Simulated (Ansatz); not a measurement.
## Re and the effect of the choice of potentials or basis

The cell as given:

```cif
data_structure
_symmetry_space_group_name_H-M 'P 1'
_symmetry_Int_Tables_number 1
_cell_length_a 2.7664
_cell_length_b 2.7664
_cell_length_c 8.9388
_cell_angle_alpha 90.000
_cell_angle_beta 90.000
_cell_angle_gamma 120.000
_cell_volume 59.24
loop_
_atom_site_label
_atom_site_type_symbol
_atom_site_fract_x
_atom_site_fract_y
_atom_site_fract_z
_atom_site_occupancy
Re1 Re 0.66667 0.33333 0.75000 1
Re2 Re 0.00000 0.00000 0.50000 1
Re3 Re 0.33333 0.66667 0.25000 1
Re4 Re 0.00000 0.00000 0.00000 1
```

Kept alike: task relaxation of cell and atoms; functional PBE; k mesh 11 × 11 × 3; occupations fermi-dirac, width 0.05 eV; no spin polarisation. Program: Ansatz. Cutoffs run from 435 to 1290 eV. The mesh is that of the run's cell of 4 atoms. No spin-orbit coupling.

```csv
choice of potentials or basis,volume (Å³/atom),first edge of the run's cell (Å),third edge of the run's cell (Å)
Ansatz NC,14.956,2.775,8.974
Ansatz PAW (files of its older set among them),14.953,2.774,8.973
JTH PAW,14.945,2.774,8.972
PseudoDojo standard (PBE files),14.937,2.773,8.970
PseudoDojo stringent (PBE files),14.937,2.773,8.970
SPMS NC,14.943,2.774,8.971
```

The relaxations keep at least the cell's symmetry (P6_3/mmc). For a metal such a mesh leaves the last digits unconverged. Relaxations stop with a little pressure left, so the last digits of a volume or edge aren't settled. Ansatz's relaxations hold a Pulay term in the stress (up to 0.1 GPa here).

Question: What does the choice of potentials or basis change here?

Answer: The volume runs from 14.937 (PseudoDojo standard (PBE files); PseudoDojo stringent (PBE files)) to 14.956 Å³/atom (Ansatz NC). The first edge of the run's cell runs from 2.773 (PseudoDojo standard (PBE files); PseudoDojo stringent (PBE files)) to 2.775 Å (Ansatz NC). The third edge of the run's cell runs from 8.970 (PseudoDojo standard (PBE files); PseudoDojo stringent (PBE files)) to 8.974 Å (Ansatz NC).
